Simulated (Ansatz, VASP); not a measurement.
**Two plane-wave programs on SrTiO3 (Tausonite)**

```xyz
5
Lattice="3.9069 0.0000 0.0000 0.0000 3.9069 0.0000 0.0000 0.0000 3.9069" Properties=species:S:1:pos:R:3 pbc="T T T"
Sr    1.9535    1.9535    1.9535
Ti    0.0000    0.0000    0.0000
O     1.9535    0.0000    0.0000
O     0.0000    1.9535    0.0000
O     0.0000    0.0000    1.9535
```

Alike in both runs: functional r2SCAN; k mesh 8 × 8 × 8; no spin polarisation.

Ansatz relaxed the structure, and its values are those at the end. VASP's run is a single point on that final structure, the one shown.

```csv
,VASP,Ansatz
version,VASP 6.6.1,Ansatz 0.2.0
potentials or method,"VASP PAW PBE potentials, release 64 (Sr_sv, Ti_sv, O)","scalar-relativistic, plane waves, PAW"
plane-wave cutoff (eV),520,500
occupations,"gaussian, width 0.01 eV",fixed
valence electrons in the cell,40,40
```

```csv
,VASP,Ansatz,Ansatz less VASP
gap on the k mesh at the Fermi level (eV),2.27,2.26,-0.013
least direct gap on the mesh (eV),2.66,2.63,-0.030
pressure (GPa),0.9,0.0,-0.91
```

Caveats: the PAW data sets were made with another functional, which shifts forces and pressure a little (VASP). A k mesh can miss the band edges.
